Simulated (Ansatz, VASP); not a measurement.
# Cross-check of TiSe2 between VASP and Ansatz, part 2 of 2

Aim: how closely do two programs agree when they are given the same cell, functional and k mesh? Of the first pair: The structure shown is the start of the Ansatz relaxation below; VASP solves that cell, so the two are compared at the walk's first step.

VASP 6.6.1 and Ansatz 0.2.0.

So far: The starting structure; Ansatz: relaxation, PBE; VASP: single point, PBE, start cell, pair 1.

### Step 4. Differences

Known differences besides the potentials themselves: Ansatz cuts the interaction across the vacuum, VASP repeats the sheet with a dipole correction; the data sets hold 44 valence electrons in Ansatz (on its default PAW (the set named soft_2) files) and 24 in VASP; the cutoff is 420 eV in Ansatz and 400 eV in VASP. Total energies have different zeros and are not compared.

Forces (eV/Å; atoms numbered as in POSCAR):

| atom | Ansatz x, y, z | VASP x, y, z |
| --- | --- | --- |
| Se1 | 0.000, 0.000, 0.182 | 0.000, 0.000, 0.206 |
| Se2 | 0.000, 0.000, -0.182 | 0.000, 0.000, -0.206 |
| Ti3 | 0.000, 0.000, 0.000 | 0.000, 0.000, 0.000 |

The forces differ by 11 meV/Å r.m.s., which is 11.4 % of the r.m.s. force of 0.097 eV/Å (both taken over all components). With vacuum in the cell, a pressure given here is an average over mostly empty space and none of the material.

### Step 5. Ansatz: relaxation, PBE

This run makes the geometry at which the two programs are then compared.

The structure compared here is the end of the Ansatz relaxation.

File input.yaml:

```yaml
crystal:
  lattice:
    - [3.536, 0.0, 0.0]
    - [-1.768, 3.06226583, 0.0]
    - [0.0, 0.0, 19.0644416]
  atoms:
    - { symbol: Se, position: [0.0, 0.0, 0.58037061] }
    - { symbol: Se, position: [0.66666667, 0.33333333, 0.41962939] }
    - { symbol: Ti, position: [0.33333333, 0.66666667, 0.5] }
  periodic: [true, true, false]
kpoints:
  mp_grid: { grid: [9, 9, 1] }
scf:
  occupations: { method: fermi_dirac, width: 0.05 }
hamiltonian:
  xc: pbe
  pseudopotentials: { kind: paw }
output:
  forces: true
  stress: true
relax:
  f_tol: 0.02
  max_steps: 50
  cell: {}
```

The run is started by

```bash
ansatz run input.yaml --threads 4 --pin off --max-ram 8192MiB --backend cpu --events-out ev --progress --plain --runs-dir out
```

Numbers of over 12 decimals in the logs are rounded to 6 here.

What it wrote:

```text
[...]
Crystal: 3 atoms, lattice volume = 324.075 Å³
Basis set: ecut = 420 eV, 6299 PW (Γ), exchange–correlation on 48×48×432 points (8 copies of the dense FFT grid, shifted against one another)
Bands: 27, of which v1, the nominal top of the filled ones, is band 22 counted from 1 (21 counted from 0)
Symmetry: 12 space group operations
[...]
0.000000       0.000000       0.000000
  P = ½ c Tr σ = 0.0406 N/m
--- Relaxed structure (3 steps of the walk, 3 accepted, 1 SCFs on fresh bases) ---
[...]
cell:  # Å, volume = 324.6506 Å³
    - [3.539139, 0.0, 0]
    - [-1.769569, 3.064984, 0]
    - [0, 0, 29.928883]
  atoms:
    - { symbol: Se, position: [0, 0, 0.370225] }
    - { symbol: Se, position: [0.666667, 0.333333, 0.266766] }
    - { symbol: Ti, position: [0.333333, 0.666667, 0.318496] }
[key lines of the parts left out:]
SCF converged after 7 iterations
Free energy (F): -13441.194175 eV
Fermi energy:    -5.377445 eV
```

### Step 6. VASP: single point, PBE, relaxed cell, pair 2

The same cell, functional, mesh and smearing now go to VASP, with its own data sets.

File INCAR:

```
SYSTEM = TiSe2
PREC = Accurate
ENCUT = 400
EDIFF = 1E-06
NELM = 120
ISMEAR = -1
SIGMA = 0.05
LREAL = .FALSE.
ALGO = Normal
GGA = PE
NBANDS = 18
LASPH = .TRUE.
LORBIT = 11
LWAVE = .FALSE.
LCHARG = .FALSE.
ISIF = 2
LDIPOL = .TRUE.
IDIPOL = 3
DIPOL = 0.5 0.5 0.318
LVHAR = .TRUE.
GGA_COMPAT = .FALSE.
NELMDL = -8
```

File POSCAR:

```
TiSe2
1.0
    3.5391385482      0.0000000000      0.0000000000
   -1.7695692741      3.0649838902      0.0000000000
    0.0000000000      0.0000000000     29.9288832028
Se Ti
2 1
Direct
    1.0000000000      0.0000000000      0.3702252131
    0.6666666666      0.3333333334      0.2667661999
    0.3333333333      0.6666666667      0.3184957065
```

File KPOINTS:

```
Automatic mesh
0
Gamma
9 9 1
0 0 0
```

PAW data sets: Se and Ti_sv (PBE family, release 64).

The run is started by

```bash
mpirun -np 1 vasp_std
```

What it wrote:

```text
[... set-up lines as in an earlier step ...]
 entering main loop
       N       E                     dE             d eps       ncg     rms          rms(c)
DAV:   1     0.156492649184E+03    0.15649E+03   -0.94734E+03   536   0.817E+02
DAV:   2     0.170566683340E+01   -0.15479E+03   -0.15088E+03   580   0.226E+02
DAV:   3    -0.203718919052E+02   -0.22078E+02   -0.21987E+02   764   0.774E+01
DAV:   4    -0.213283036386E+02   -0.95641E+00   -0.95415E+00   598   0.153E+01
[...]
DAV:  26    -0.181995361804E+02   -0.23323E-05   -0.82811E-08   338   0.123E-03    0.264E-04
DAV:  27    -0.181995374128E+02   -0.12324E-05   -0.30897E-08   344   0.638E-04    0.224E-04
DAV:  28    -0.181995378274E+02   -0.41460E-06   -0.64866E-09   284   0.422E-04
   1 F= -.18199538E+02 E0= -.18196211E+02  d E =-.665377E-02
```

From OUTCAR (step 6):

```text
  Total       -0.0055872     -0.0055872     -0.0270203     -0.0000000      0.0000000      0.0000000
  in kB       -0.0275733     -0.0275733     -0.1333474     -0.0000000      0.0000000      0.0000000
  external PRESSURE =      -0.0628313 kB  Pullay stress =       0.0000000 kB

 POSITION                                       TOTAL-FORCE (eV/Angst)
 -----------------------------------------------------------------------------------
      0.00000      0.00000     11.08043         0.000000     -0.000000      0.021005
      1.76957      1.02166      7.98401        -0.000000      0.000000     -0.021005
     -0.00000      2.04332      9.53222        -0.000000     -0.000000     -0.000000
 -----------------------------------------------------------------------------------
    total drift:                                0.000000     -0.000000      0.000080

  FREE ENERGIE OF THE ION-ELECTRON SYSTEM (eV)
  ---------------------------------------------------
  free  energy   TOTEN  =       -18.1995378274 eV

  energy  without entropy=      -18.1928840616  energy(sigma->0) =      -18.19621094

[... 1 part as in an earlier step ...]

[... 2 further parts left out ...]
[key lines of the parts left out:]
E-fermi :  -3.3604
```

### Step 7. Side by side

What differs besides the data sets and the points named for the pairs above, as far as they apply: the data sets hold 44 valence electrons in Ansatz (on its default PAW (the set named soft_2) files) and 24 in VASP. Total energies have different zeros and are not compared.

At this near-relaxed geometry the largest component of a force difference is 23 meV/Å. With vacuum in the cell, a pressure given here is an average over mostly empty space and none of the material.

### Step 8. What came out

```
r.m.s. force difference (single point, PBE, start cell, pair 1)   : 11 meV/Å
r.m.s. force difference (single point, PBE, relaxed cell, pair 2) : 11 meV/Å
```

The r.m.s. force difference is 11 meV/Å (single point, PBE, start cell, pair 1), within the 12 meV/Å picked in this series as the mark of a large difference. The data sets hold unlike numbers of valence electrons (44 in Ansatz and 24 in VASP), so part of the differences comes from the potentials. Such differences can come from data sets, numerical settings and the points named under the comparisons, not from the functional's error against experiment.

[Lines on the potential files, build, host, timing and source positions are cut from VASP's logs without a mark.]

[Logs are printed without paths, hosts, clocks, repeated set-up lines and the standing remarks that a program may print on its own settings, such as how far it seeks lower states.]

[Hosts, paths, dates, database ids (printed as entryN), source tags and the programs' standing remarks are cut or masked in the printed files.]
